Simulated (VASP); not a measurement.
**Hf: single point with PBE+U**

Slab: Hf, a slab with vacuum.

```
CELL_PARAMETERS angstrom
3.19670 0.00000 0.00000
-1.59835 2.76842 0.00000
0.00000 0.00000 30.17340
ATOMIC_POSITIONS crystal
Hf 0.66667 0.33333 0.24856
Hf 0.33333 0.66667 0.33238
Hf 0.66667 0.33333 0.41619
Hf 0.33333 0.66667 0.50000
Hf 0.66667 0.33333 0.58381
Hf 0.33333 0.66667 0.66762
Hf 0.66667 0.33333 0.75144
```

The slab is cut from a database's or a generator's crystal, which needn't be the stable form of the element.

```json
{
  "Program": "VASP 6.6.1",
  "Task": "single point",
  "Functional": "PBE",
  "Potentials or basis": "VASP PAW PBE potentials, release 64 (Hf_pv)",
  "Cutoff": "520 eV",
  "k mesh": "7 × 7 × 1",
  "Occupations": "fermi-dirac, width 0.05 eV",
  "Spin": "no spin polarisation",
  "Hubbard terms": "Hf d U = 3 eV",
  "Dipole correction": "yes",
  "Further INCAR settings": "ALGO = Fast; EDIFF = 1e-06"
}
```

* Largest force: 0.689 eV/Å
* Band gap on the k mesh: none (metal or under the smearing width)
* Work function of the upper face: 4.45 eV
* Work function of the lower face: 4.45 eV

Forces in eV/Å, atoms in the order of the input:
```
Hf   0.000  0.000 -0.042
Hf   0.000  0.000 -0.689
Hf   0.000  0.000  0.185
Hf   0.000  0.000  0.000
Hf   0.000  0.000 -0.185
Hf   0.000  0.000  0.689
Hf   0.000  0.000  0.042
```

Levels at points of the mesh, in eV from the Fermi level:
```tsv
k point	band 33	band 34	band 35	band 36	band 37	band 38
(0.00, 0.00, 0.00)	0.27	0.74	1.27	1.27	1.28	1.31
```

Eigenvalues of the final occupation matrices:
```tsv
site	spin	trace	eigenvalues
site 1 d	1	0.68	0.11 0.11 0.11 0.18 0.18
site 1 d	2	0.68	0.11 0.11 0.11 0.18 0.18
site 2 d	1	0.72	0.12 0.12 0.15 0.15 0.17
site 2 d	2	0.72	0.12 0.12 0.15 0.15 0.17
site 3 d	1	0.72	0.12 0.12 0.15 0.15 0.17
site 3 d	2	0.72	0.12 0.12 0.15 0.15 0.17
site 4 d	1	0.72	0.12 0.12 0.15 0.15 0.17
site 4 d	2	0.72	0.12 0.12 0.15 0.15 0.17
site 5 d	1	0.72	0.12 0.12 0.15 0.15 0.17
site 5 d	2	0.72	0.12 0.12 0.15 0.15 0.17
site 6 d	1	0.72	0.12 0.12 0.15 0.15 0.17
site 6 d	2	0.72	0.12 0.12 0.15 0.15 0.17
```

Run time: 2.6 min on 1 thread of Intel(R) Xeon(R) 6975P-C (Granite Rapids), with other jobs on the host, peak memory 0.38 GiB.

Caveat: U without spin polarisation on a metal has little footing; the U is typed as a test and isn't derived for this compound. The run has no spin-orbit coupling, so splittings on Hf are missing.
